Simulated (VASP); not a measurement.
Set up this calculation in VASP 6.6.1, as the native input.

| Quantity | Value |
| --- | --- |
| Task | relaxation of the atoms |
| Functional | PW91 |
| Potentials or basis | VASP PAW PBE potentials, release 64 (Sn_d, Se) |
| Cutoff | 520 eV |
| k mesh | 5 × 5 × 1 |
| Occupations | fermi-dirac, width 0.05 eV |
| Spin | no spin polarisation |
| Dipole correction | yes |
| Atoms held fixed (from 0) | [0, 4, 1, 5] |
| Further INCAR settings | ALGO = Fast; EDIFF = 1e-06; IBRION = 2; EDIFFG = -0.005; NSW = 40 |

The structure of SnSe lies in POSCAR:

```
SnSe
1.0
    4.2567828227      0.0000000000      0.0000000000
    0.0000000000      4.2567828227      0.0000000000
    0.0000000000      0.0000000000     24.0300000000
Sn Se
4 4
Selective dynamics
Direct
    0.5000000000      0.5000000000      0.3121098627  F F F
    0.0000000000      0.0000000000      0.4373699542  F F F
    0.5000000000      0.5000000000      0.5626300458  T T T
    0.0000000000      0.0000000000      0.6878901373  T T T
    0.0000000000      0.0000000000      0.3121098627  F F F
    0.5000000000      0.5000000000      0.4373699542  F F F
    0.0000000000      0.0000000000      0.5626300458  T T T
    0.5000000000      0.5000000000      0.6878901373  T T T
```

These files were run (other wordings do the same):

INCAR

```
SYSTEM = SnSe
ALGO = Fast ; DIPOL = 0.5 0.5 0.500
EDIFF = 1E-6 ; EDIFFG = -0.005
ENCUT = 520 ; GGA = 91
IBRION = 2 ; IDIPOL = 3
ISIF = 2 ; ISMEAR = -1
LASPH = .True. ; LCHARG = .False.
LDIPOL = .True. ; LREAL = .False.
LWAVE = .False. ; NELM = 80
NSW = 40 ; PREC = Accurate
SIGMA = 0.05
```

KPOINTS

```
k-points
0
Gamma
  5 5 1
  0 0 0
```

Potentials or basis: VASP PAW PBE potentials, release 64 (Sn_d, Se).

Launch:

```bash
$ cat potpaw_PBE.64/Sn_d/POTCAR potpaw_PBE.64/Se/POTCAR > POTCAR
$ mpirun -np 1 vasp_std > vasp.out
```

Results of the run:

| Item | Value |
| --- | --- |
| Energy gained by relaxing | 11.0 meV/atom |
| Ionic steps | 28 |
| Band gap on the k mesh | 0.68 eV, direct |

Caveat: spin-orbit coupling is left out, which moves the levels of the heavy elements.

Run time: 33 min on 1 thread of Intel(R) Xeon(R) Platinum 8488C (Sapphire Rapids) (shared host), peak memory 0.54 GiB.
